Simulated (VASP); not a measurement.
Input:

```
CELL_PARAMETERS angstrom
      1.80605    -3.12816     0.00000
      1.80605     3.12816     0.00000
      0.00000     0.00000     3.84757
ATOMIC_POSITIONS crystal
  Li 0.33333 0.66667 0.00000
  Li 0.66667 0.33333 0.00000
  Li 0.00000 0.00000 0.50000
  N  0.00000 0.00000 0.00000
```

All values below come from PBEsol GGA, VASP's PBE PAW potentials (set 64) (plane waves; VASP 6.6.1). Run with 520 eV cut-off, 8×8×7 Γ-centred mesh, tetrahedra with Blöchl corrections, potentials Li_sv N.

The cores are frozen, which limits the accuracy of field gradients.

### Question
Give the principal components of the electric field gradient (V/Å²) and the asymmetry η at each nucleus.

### Answer

```tsv
atom	Vxx	Vyy	Vzz	η
Li1	-1.0	-1.0	2.1	0.00
Li2	-1.0	-1.0	2.1	0.00
Li3	2.2	2.2	-4.3	0.00
N4	-6.0	-6.0	12.0	0.00
```

The compound is Li3N in the alpha structure. It was relaxed first.
